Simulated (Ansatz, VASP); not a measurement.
# SiC in VASP and in Ansatz

```
CELL_PARAMETERS angstrom
0.00000 2.01851 2.01851
2.01851 0.00000 2.01851
2.01851 2.01851 0.00000
ATOMIC_POSITIONS crystal
Si 0.00000 0.00000 0.00000
C 0.50000 0.50000 0.50000
```

The cell was built by a generator and needn't be a form met in nature.

Alike in both runs: task relaxation of cell and atoms; functional PBEsol; k mesh 18 × 18 × 18; occupations gaussian, width 0.1 eV; no spin polarisation.

|  | VASP | Ansatz |
| --- | --- | --- |
| version | VASP 6.6.1 | Ansatz 0.2.0 |
| potentials or method | VASP PAW PBE potentials, release 64 (Si, C) | scalar-relativistic, plane waves, PAW |
| plane-wave cutoff (eV) | 600 | 420 |
| valence electrons in the cell | 8 | 8 |

```csv
,VASP,Ansatz,Ansatz less VASP
"gap on the k mesh at the Fermi level, each at its own relaxed structure (eV)",none,none,-
relaxed volume (Å³/atom),8.22,8.21,-0.010
relaxed cell length with the largest relative difference (Å),2.854,2.853,-0.0012
```

A gap of «none» marks a metal or a gap that the smearing closes.

Caveats: the PAW data sets were made with another functional, which shifts forces and pressure a little (VASP).
